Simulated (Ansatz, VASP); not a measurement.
Ta in VASP and in Ansatz

```
CELL_PARAMETERS angstrom
0.00000 2.11150 2.11150
2.11150 0.00000 2.11150
2.11150 2.11150 0.00000
ATOMIC_POSITIONS crystal
Ta 0.00000 0.00000 0.00000
```

Alike in both runs: functional PBE; k mesh 13 × 13 × 13; occupations fermi-dirac, width 0.1 eV; no spin polarisation.

Ansatz relaxed the structure, and its values are those at the end. VASP's run is a single point on that final structure, the one shown.

|  | VASP | Ansatz |
| --- | --- | --- |
| version | VASP 6.6.1 | Ansatz 0.2.0 |
| potentials or method | VASP PAW PBE potentials, release 64 (Ta_pv) | plane waves (420 eV) with PAW, scalar-relativistic |
| plane-wave cutoff (eV) | 520 | 420 |
| valence electrons in the cell | 11 | 13 |

|  | VASP | Ansatz | Ansatz less VASP |
| --- | --- | --- | --- |
| pressure (GPa) | 0.0 | 0.0 | -0.02 |

The two sets of potentials don't hold the same shells in valence.

Spin-orbit coupling is left out, which matters for the levels of Ta.
